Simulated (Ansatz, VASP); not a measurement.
One calculation of Rh, two programs

POSCAR

```
Rh
1.0
    0.0000000000      1.9014762304      1.9014762304
    1.9014762304      0.0000000000      1.9014762304
    1.9014762304      1.9014762304      0.0000000000
Rh
1
Direct
    0.0000000000      0.0000000000      0.0000000000
```

File INCAR.step1:

```
SYSTEM = Rh
  PREC = Accurate
  ENCUT = 600
  ISMEAR = -1
  SIGMA = 0.08
  LREAL = .FALSE.
  LASPH = .TRUE.
  NELM = 60
  GGA = PE
  ALGO = Normal
  EDIFF = 1E-4
  LWAVE = .TRUE.
  LCHARG = .FALSE.
```

INCAR.step2

```
SYSTEM = Rh
  PREC = Accurate
  ENCUT = 600
  EDIFF = 1E-7
  ISMEAR = -1
  SIGMA = 0.08
  LREAL = .FALSE.
  LASPH = .TRUE.
  NELM = 60
  ALGO = Normal
  ISIF = 3
  LWAVE = .FALSE.
  LCHARG = .FALSE.
  METAGGA = R2SCAN
  LMIXTAU = .TRUE.
  IBRION = 2
  NSW = 60
  EDIFFG = -0.005
  ISTART = 1
```

The input KPOINTS:

```
Automatic mesh
0
G
  20 20 20
  0 0 0
```

Input for Ansatz:

```yaml
crystal:
  lattice:
    - [0.0, 1.9014762304, 1.9014762304]
    - [1.9014762304, 0.0, 1.9014762304]
    - [1.9014762304, 1.9014762304, 0.0]
  atoms:
    - { symbol: Rh, position: [0.0, 0.0, 0.0] }
kpoints:
  mp_grid: { grid: [20, 20, 20] }
scf:
  occupations: { method: fermi_dirac, width: 0.08 }
hamiltonian:
  xc: r2scan
  pseudopotentials: { kind: paw }
output:
  forces: true
  stress: true
relax:
  f_tol: 0.005
  max_steps: 40
  cell: {}
```

Alike in both runs: task relaxation of cell and atoms; functional r2SCAN; k mesh 20 × 20 × 20; occupations fermi-dirac, width 0.08 eV; no spin polarisation.

```csv
,VASP,Ansatz
version,VASP 6.6.1,Ansatz 0.2.0
potentials or method,"VASP PAW PBE potentials, release 64 (Rh_pv)","PAW with Ansatz's default frozen-core files, scalar-relativistic"
plane-wave cutoff (eV),600,500
valence electrons in the cell,15,17
```

```csv
,VASP,Ansatz,Ansatz less VASP
relaxed volume (Å³/atom),13.78,13.73,-0.054
relaxed cell length with the largest relative difference (Å),2.691,2.688,-0.0035
```

The two sets of potentials don't hold the same shells in valence.

Caveats: the PAW data sets were made with another functional, which shifts forces and pressure a little (VASP).
